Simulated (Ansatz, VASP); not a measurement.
## Two plane-wave programs on B

```
B
1.0
     2.96920    0.00000    0.00000
    -1.48460    2.57140    0.00000
     0.00000    0.00000    9.10755
B
10
Direct
  0.33333 0.66667 0.56171
  0.66667 0.33333 0.06171
  0.00000 0.00000 0.75000
  0.33333 0.66667 0.93829
  0.00000 0.00000 0.25000
  0.66667 0.33333 0.43829
  0.33333 0.66667 0.75000
  0.00000 0.00000 0.50000
  0.66667 0.33333 0.25000
  0.00000 0.00000 0.00000
```

Alike in both runs: task relaxation of cell and atoms; functional PBE; k mesh 15 × 15 × 4; occupations gaussian, width 0.1 eV; no spin polarisation.

|  | VASP | Ansatz |
| --- | --- | --- |
| version | VASP 6.6.1 | Ansatz 0.2.0 |
| potentials or method | VASP PAW PBE potentials, release 64 (B) | scalar-relativistic, plane waves, PAW |
| plane-wave cutoff (eV) | 600 | 420 |
| valence electrons in the cell | 30 | 30 |

Ansatz gave:

```
gap on the k mesh at the Fermi level, each at its own relaxed structure (eV) : none
relaxed volume (Å³/atom)                                                     : 6.96
relaxed cell length with the largest relative difference (Å)                 : 9.152
```

Task: Which values does VASP return?

Result: gap on the k mesh at the Fermi level, each at its own relaxed structure (eV): none; relaxed volume (Å³/atom): 6.96; relaxed cell length with the largest relative difference (Å): 9.150.

A gap of «none» marks a metal or a gap that the smearing closes.
